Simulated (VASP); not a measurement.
# RbBr (Pm-3m) in VASP: notebook

Runs on RbBr. Level: r2SCAN. Tasks: single point.

All numbers are computed with VASP 6.6.1; they aren't measurements. Logs are shortened: lines on timing, memory, paths and dates and some standing lists are left out, and cuts for length are marked.

## Step 1: The structure

It takes space group Pm-3m (No. 221, cubic). The conventional cell has a = 4.126 Å, b = 4.126 Å, c = 4.126 Å, α = 90.00°, β = 90.00°, γ = 90.00°. Around Rb (site symmetry m-3m) lie 8 Br at 3.57 Å. Br (site symmetry m-3m) has 8 Rb at 3.57 Å as nearest neighbours.

The cell comes from a database or a generator and needn't be the stable form of this composition.

## Step 2: Single point, r2SCAN

The input, INCAR:

```
PREC     = Accurate       # precision mode
ENCUT    = 900            # plane-wave cutoff, eV
EDIFF    = 1E-8           # SCF threshold, eV
ISMEAR   = 0              # smearing method
SIGMA    = 0.02           # smearing width, eV
LREAL    = F              # projectors in reciprocal space
LASPH    = T              # aspherical terms in the spheres
NELM     = 100            # most SCF steps
ALGO     = Normal         # electronic algorithm
ISIF     = 2              # what is computed and relaxed
LWAVE    = F              # write WAVECAR
LCHARG   = F              # write CHGCAR
METAGGA  = R2SCAN         # meta-GGA
LMIXTAU  = T            
ADDGRID  = F
```

The input, KPOINTS:

```
Automatic mesh
0
Gamma
  9 9 9
```

The input, POSCAR:

```
RbBr
1.0
    4.1260773000      0.0000000000      0.0000000000
    0.0000000000      4.1260773000      0.0000000000
    0.0000000000      0.0000000000      4.1260773000
Rb Br
1 1
Direct
    0.0000000000      0.0000000000      0.0000000000
    0.5000000000      0.5000000000      0.5000000000
```

Potentials or basis: VASP PAW PBE potentials, release 64 (Rb_sv, Br).

Started as:

```
cat potpaw_PBE.64/Rb_sv/POTCAR potpaw_PBE.64/Br/POTCAR > POTCAR
mpirun -np 1 vasp_std > vasp.out
```

OUTCAR:

```text
PREC = Accurate
   ENCUT = 900
   EDIFF = 1E-8
   ISMEAR = 0
   LREAL = F
   LASPH = T
   NELM = 100
   ISIF = 2
   METAGGA = R2SCAN

 ion  position               nearest neighbor table
   1  0.000  0.000  0.000-   2 3.57   2 3.57   2 3.57   2 3.57   2 3.57   2 3.57   2 3.57   2 3.57

   2  0.500  0.500  0.500-   1 3.57   1 3.57   1 3.57   1 3.57   1 3.57   1 3.57   1 3.57   1 3.57

  LATTYP: Found a simple cubic cell.
 ALAT       =     4.1260773000

  Lattice vectors:

 A1 = (   4.1260773000,   0.0000000000,   0.0000000000)
 A2 = (   0.0000000000,   4.1260773000,   0.0000000000)
 A3 = (   0.0000000000,   0.0000000000,   4.1260773000)

Analysis of symmetry for initial positions (statically):
=====================================================================
 Subroutine PRICEL returns:
 Original cell was already a primitive cell.

 Routine SETGRP: Setting up the symmetry group for a
 simple cubic supercell.

 Subroutine GETGRP returns: Found 48 space group operations
 (whereof 48 operations were pure point group operations)
 out of a pool of 48 trial point group operations.

The static configuration has the point symmetry O_h .

Analysis of symmetry for dynamics (positions and initial velocities):
=====================================================================
 Subroutine PRICEL returns:
 Original cell was already a primitive cell.

 Routine SETGRP: Setting up the symmetry group for a
 simple cubic supercell.

 Subroutine GETGRP returns: Found 48 space group operations
 (whereof 48 operations were pure point group operations)
 out of a pool of 48 trial point group operations.

The dynamic configuration has the point symmetry O_h .

 Subroutine INISYM returns: Found 48 space group operations
 (whereof 48 operations are pure point group operations),
 and found     1 'primitive' translations

----------------------------------------------------------------------------------------

                                     Primitive cell

  volume of cell :      70.2445

  direct lattice vectors                    reciprocal lattice vectors
     4.126077300  0.000000000  0.000000000     0.242360947  0.000000000  0.000000000
     0.000000000  4.126077300  0.000000000     0.000000000  0.242360947  0.000000000
     0.000000000  0.000000000  4.126077300     0.000000000  0.000000000  0.242360947

  length of vectors
     4.126077300  4.126077300  4.126077300     0.242360947  0.242360947  0.242360947

  position of ions in fractional coordinates (direct lattice)
     0.000000000  0.000000000  0.000000000
     0.500000000  0.500000000  0.500000000

  ion indices of the primitive-cell ions
   primitive index   ion index
                 1           1
                 2           2

----------------------------------------------------------------------------------------

 KPOINTS: Automatic mesh

Automatic generation of k-mesh.
 Grid dimensions read from file:
 generate k-points for:    9    9    9

 Generating k-lattice:

  Cartesian coordinates                     Fractional coordinates (reciprocal lattice)
     0.026928994  0.000000000  0.000000000     0.111111111  0.000000000  0.000000000
     0.000000000  0.026928994  0.000000000     0.000000000  0.111111111  0.000000000
     0.000000000  0.000000000  0.026928994     0.000000000  0.000000000  0.111111111

  Length of vectors
     0.026928994  0.026928994  0.026928994

  Shift w.r.t. Gamma in fractional coordinates (k-lattice)
     0.000000000  0.000000000  0.000000000

 Subroutine IBZKPT returns following result:
 ===========================================

 Found     35 irreducible k-points:

 Following reciprocal coordinates:
            Coordinates               Weight
  0.000000  0.000000  0.000000      1.000000
  0.111111  0.000000  0.000000      6.000000
  0.222222  0.000000  0.000000      6.000000
  0.333333  0.000000  0.000000      6.000000
  0.444444  0.000000  0.000000      6.000000
  0.111111  0.111111  0.000000     12.000000
[... 16 lines left out ...]
  0.333333  0.333333  0.111111     24.000000
  0.444444  0.333333  0.111111     48.000000
 [... further k-points ...]
   k-points           NKPTS =     35   k-points in BZ     NKDIM =     35   number of bands    NBANDS=     12
   number of dos      NEDOS =    301   number of ions     NIONS =      2
   total plane-waves  NPLWV =  64000
   dimension x,y,z NGX =    40 NGY =   40 NGZ =   40
   dimension x,y,z NGXF=    80 NGYF=   80 NGZF=   80
   ions per type =               1   1
   NGX,Y,Z   is equivalent  to a cutoff of  16.12, 16.12, 16.12 a.u.
   NGXF,Y,Z  is equivalent  to a cutoff of  32.23, 32.23, 32.23 a.u.
 SYSTEM =  unknown system
   PREC   = accura    normal or accurate (medium, high low for compatibility)
   ISTART =      0    job   : 0-new  1-cont  2-samecut
   ICHARG =      2    charge: 1-file 2-atom 10-const
   ISPIN  =      1    spin polarized calculation?
   LNONCOLLINEAR =      F non collinear calculations
   LSORBIT =      F    spin-orbit coupling
   LASPH  =      T    aspherical Exc in radial PAW
   ENCUT  =  900.0 eV  66.15 Ry    8.13 a.u.  10.09 10.09 10.09*2*pi/ulx,y,z
   NELM   =    100;   NELMIN=  2; NELMDL= -5     # of ELM steps
   EDIFF  = 0.1E-07   stopping-criterion for ELM
   LREAL  =      F    real-space projection
   EDIFFG = 0.1E-06   stopping-criterion for IOM
   NSW    =      0    number of steps for IOM
   IBRION =     -1    ionic relax: 0-MD 1-quasi-New 2-CG
   NFREE  =      0    steps in history (QN), initial steepest desc. (CG)
   ISIF   =      2    stress and relaxation
   ISYM   =      2    0-nonsym 1-usesym 2-fastsym
   POTIM  = 0.5000    time-step for ionic-motion
   TEBEG  =    0.0;   TEEND  =   0.0 temperature during run
   PSTRESS=    0.0 pullay stress
   NELECT =      16.0000    total number of electrons
   NUPDOWN=      -1.0000    fix difference up-down
   EMIN   =  10.00;   EMAX   =-10.00  energy-range for DOS
   EFERMI =   0.00;   METHOD = LEGACY
   ISMEAR =     0;   SIGMA  =   0.02  broadening in eV -4-tet -1-fermi 0-gaus
   EFERMI_NEDOS =   21; number of points for ismear=-14 and -15
   IALGO  =     38    algorithm
   IMIX   =      4    mixing-type and parameters
     AMIX     =   0.40;   BMIX     =  1.00
     AMIX_MAG =   1.60;   BMIX_MAG =  1.00
  volume/ion in A,a.u.               =      35.12       237.02
  Fermi-wavevector in a.u.,A,eV,Ry     =   0.999795  1.889338 13.600238  0.999589
  Thomas-Fermi vector in A             =   2.132108
   LORBIT       =      0    0 simple, 1 ext, 2 COOP (PROOUT), +10 PAW based schemes
   METAGGA = R2SCAN    functional components
   LHFCALC =     F    Hartree Fock is set to
   AEXX    =    0.0000 exact exchange contribution
   IVDW    =     0    specifies the selected vdW correction
   LEPSILON=     F    determine dielectric tensor
   LRPA    =     F    only Hartree local field effects (RPA)
 non-spin polarized calculation
 Gauss-broadening in eV      SIGMA  =   0.02
  energy-cutoff  :      900.00
  volume of cell :       70.24
 maximum number of plane-waves:      4337
   NGX = 21   NGY = 21   NGZ = 21

 number of electron      16.0000001 magnetization

 Free energy of the ion-electron system (eV)
  ---------------------------------------------------
  ext. energy  EPLUGINS =         0.00000000
  ---------------------------------------------------
  free energy    TOTEN  =       -31.11231562 eV

  energy without entropy =      -31.11231562  energy(sigma->0) =      -31.11231562

 E-fermi :  -0.9479     XC(G=0):  -8.3259

 val. band max:       -1.0648457785   @ k =   0.4444   0.4444   0.0000
 cond. band min:       3.7812904603   @ k =   0.0000   0.0000   0.0000
 fundamental gap:      4.8461362388
 Fermi energy:        -0.9478978871

 k-point     1 :       0.0000    0.0000    0.0000
  band No.  band energies     occupation
      1     -26.9383      2.00000
      2     -14.1079      2.00000
      3     -10.3756      2.00000
      4     -10.3756      2.00000
      5     -10.3756      2.00000
      6      -1.2048      2.00000
      7      -1.2048      2.00000
      8      -1.2048      2.00000
      9       3.7813      0.00000
     10       5.0660      0.00000
     11       5.0660      0.00000
     12       9.6722      0.00000

 k-point     2 :       0.1111    0.0000    0.0000
  band No.  band energies     occupation
      1     -26.9359      2.00000
      2     -14.1065      2.00000
      3     -10.3923      2.00000
      4     -10.3702      2.00000
      5     -10.3702      2.00000
      6      -1.4422      2.00000
      7      -1.2125      2.00000
      8      -1.2125      2.00000
      9       4.0894      0.00000
     10       5.1622      0.00000
     11       5.3502      0.00000
     12       9.6005      0.00000

 k-point     3 :       0.2222    0.0000    0.0000
  band No.  band energies     occupation
      1     -26.9297      2.00000
      2     -14.1039      2.00000
      3     -10.4317      2.00000
      4     -10.3562      2.00000
      5     -10.3562      2.00000
      6      -1.9537      2.00000
      7      -1.2325      2.00000
      8      -1.2325      2.00000
      9       4.8308      0.00000
     10       5.4437      0.00000
     11       6.0958      0.00000
     12       9.4822      0.00000

 k-point     4 :       0.3333    0.0000    0.0000
  band No.  band energies     occupation
      1     -26.9226      2.00000
      2     -14.1020      2.00000
      3     -10.4716      2.00000
      4     -10.3402      2.00000
      5     -10.3402      2.00000
      6      -2.4376      2.00000
      7      -1.2561      2.00000
      8      -1.2561      2.00000
      9       5.7514      0.00000
     10       5.8770      0.00000
     11       6.9384      0.00000
     12       9.2636      0.00000

 k-point     5 :       0.4444    0.0000    0.0000
  band No.  band energies     occupation
      1     -26.9180      2.00000
      2     -14.1014      2.00000
      3     -10.4949      2.00000
      4     -10.3296      2.00000
      5     -10.3296      2.00000
      6      -2.7171      2.00000
      7      -1.2721      2.00000
      8      -1.2721      2.00000
      9       6.3198      0.00000
     10       6.5855      0.00000
     11       7.3214      0.00000
     12       8.4415      0.00000
[... 228 lines left out ...]
      1     -26.9124      2.00000
      2     -14.0288      2.00000
      3     -10.5470      2.00000
      4     -10.4424      2.00000
      5     -10.3606      2.00000
      6      -2.2274      2.00000
      7      -1.7015      2.00000
      8      -1.3480      2.00000
      9       5.9957      0.00000
     10       6.4037      0.00000
     11       7.3698      0.00000
     12       8.3783      0.00000

 k-point    22 :       0.4444    0.2222    0.1111
  band No.  band energies     occupation
      1     -26.9080      2.00000
      2     -14.0098      2.00000
      3     -10.5743      2.00000
      4     -10.4695      2.00000
      5     -10.3558      2.00000
      6      -2.4353      2.00000
      7      -1.6844      2.00000
      8      -1.3173      2.00000
      9       6.0904      0.00000
     10       6.6370      0.00000
     11       7.3173      0.00000
     12       8.4084      0.00000

 k-point    23 :       0.3333    0.3333    0.1111
  band No.  band energies     occupation
      1     -26.9059      2.00000
      2     -13.9809      2.00000
      3     -10.5982      2.00000
      4     -10.5230      2.00000
      5     -10.3510      2.00000
      6      -2.1569      2.00000
      7      -1.9620      2.00000
      8      -1.3113      2.00000
      9       5.7469      0.00000
     10       6.4838      0.00000
     11       7.8051      0.00000
     12       8.0902      0.00000

 k-point    24 :       0.4444    0.3333    0.1111
  band No.  band energies     occupation
      1     -26.9016      2.00000
      2     -13.9491      2.00000
      3     -10.6275      2.00000
      4     -10.5802      2.00000
      5     -10.3433      2.00000
      6      -2.2622      2.00000
      7      -1.9668      2.00000
      8      -1.2801      2.00000
      9       5.5385      0.00000
     10       6.4265      0.00000
     11       7.7095      0.00000
     12       7.9891      0.00000

 [... further k-points ...]

------------------------ aborting loop because EDIFF is reached ----------------------------------------

  FORCE on cell =-STRESS in cart. coord.  units (eV):
  Direction    XX          YY          ZZ          XY          YZ          ZX
  --------------------------------------------------------------------------------------
  -------------------------------------------------------------------------------------
  Total        0.0214347      0.0214347      0.0214347     -0.0000000     -0.0000000      0.0000000
  in kB        0.4888946      0.4888946      0.4888946     -0.0000000     -0.0000000      0.0000000
  external PRESSURE =       0.4888946 kB  Pullay stress =       0.0000000 kB

 VOLUME and BASIS-vectors are now :
 -----------------------------------------------------------------------------
  energy-cutoff  :      900.00
  volume of cell :       70.24
      direct lattice vectors                 reciprocal lattice vectors
     4.126077300  0.000000000  0.000000000     0.242360947  0.000000000  0.000000000
     0.000000000  4.126077300  0.000000000     0.000000000  0.242360947  0.000000000
     0.000000000  0.000000000  4.126077300     0.000000000  0.000000000  0.242360947

 POSITION                                       TOTAL-FORCE (eV/Angst)
 -----------------------------------------------------------------------------------
      0.00000      0.00000      0.00000         0.000000      0.000000      0.000000
      2.06304      2.06304      2.06304         0.000000      0.000000      0.000000
 -----------------------------------------------------------------------------------
    total drift:                                0.000000      0.000000     -0.000000

  FREE ENERGIE OF THE ION-ELECTRON SYSTEM (eV)
  ---------------------------------------------------
  free  energy   TOTEN  =       -31.1123156249 eV

  energy  without entropy=      -31.1123156249  energy(sigma->0) =      -31.11231562
```

It took 2.1 min on 1 thread of Intel Xeon 6975P-C (Granite Rapids), shared host; peak memory 0.3 GiB.

What came out:

| Property | Result |
| --- | --- |
| Free energy | -31.1123 eV |
| Pressure | 0.0 GPa |
| Band gap on the k mesh | 4.85 eV, indirect (least direct gap 4.99 eV) |

Caveat: the PAW data sets were made with another functional, which shifts forces and pressure a little; an odd mesh through Γ misses points on the zone boundary, where band edges often lie.

## Step 3: Single point, r2SCAN

Changes to INCAR since step 2:

```diff
@@ -1,6 +1,6 @@
 PREC     = Accurate       # precision mode
-ENCUT    = 900            # plane-wave cutoff, eV
-EDIFF    = 1E-8           # SCF threshold, eV
+ENCUT    = 250            # plane-wave cutoff, eV
+EDIFF    = 1E-6           # SCF threshold, eV
 ISMEAR   = 0              # smearing method
-SIGMA    = 0.02           # smearing width, eV
+SIGMA    = 0.05           # smearing width, eV
 LREAL    = F              # projectors in reciprocal space
```

The input, KPOINTS:

```
Automatic mesh
0
Gamma
  2 2 2
```

POSCAR is that of step 2.

Potentials or basis: VASP PAW PBE potentials, release 64 (Rb_sv, Br).

Started as:

```
cat potpaw_PBE.64/Rb_sv/POTCAR potpaw_PBE.64/Br/POTCAR > POTCAR
mpirun -np 1 vasp_std > vasp.out
```

Run time: 9.3 s. Hardware: 1 thread of Intel Xeon 6975P-C (Granite Rapids), shared host; peak memory 0.13 GiB.

These settings aren't checked as converged: the numbers below hold their error.

Results:

* Free energy: -30.9045 eV
* Band gap on the k mesh: 4.75 eV, indirect (least direct gap 4.91 eV)

Caveat: the k mesh is coarse (spacing up to 0.76 Å⁻¹), so the values aren't converged; the cutoff is under 1.25 times the usual one of these potentials, so pressure, stress and relaxed cells hold a basis-set (Pulay) error; the PAW data sets were made with another functional, which shifts forces and pressure a little.

(Part 1 of 2 ends here.)
